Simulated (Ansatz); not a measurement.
Br under changes of volume

One of the cells (28.997 Å³/atom); the others are scaled copies at fixed shape and fractional positions:

```
CELL_PARAMETERS angstrom
-1.42349 1.42349 3.57752
1.42349 -1.42349 3.57752
1.42349 1.42349 -3.57752
ATOMIC_POSITIONS crystal
Br 0.00000 0.00000 0.00000
```

* Program: Ansatz 0.2.0
* Functional: RPBE
* Dispersion: D3(BJ)
* Potentials or basis: PseudoDojo standard (PBE files)
* Cutoff: 626 eV
* Density cutoff: 2503 eV
* k mesh: 13 × 13 × 13
* Occupations: fermi-dirac, width 0.15 eV
* Spin: spin-orbit coupling, no magnetisation

| volume (Å³/atom) | energy over the lowest point (meV/atom) | pressure (GPa) |
| --- | --- | --- |
| 27.257 | 0.00 | -1.4 |
| 27.837 | ? | ? |
| 28.417 | 16.38 | -2.8 |
| 28.997 | 28.09 | -3.4 |
| 29.577 | 41.76 | -3.9 |
| 30.157 | 57.11 | -4.3 |
| 30.737 | 73.92 | -4.6 |

Problem. What does the run at 27.837 Å³/atom give?

Solution. Energy over the lowest point 6.90 meV/atom; pressure -2.1 GPa.

Worked out: A Birch-Murnaghan fit of order 3 (a polynomial in V^(-2/3)) to the other rows has no minimum within the range. It gives 6.90 meV/atom at 27.837 Å³/atom, against the run's 6.90, and -dE/dV = -2.3 GPa, against -2.1.

Energies are extrapolated to zero smearing.

Caveats: the potentials were made for another functional, which shifts forces and pressure; pairwise dispersion overbinds metals, which lowers pressure and volume.
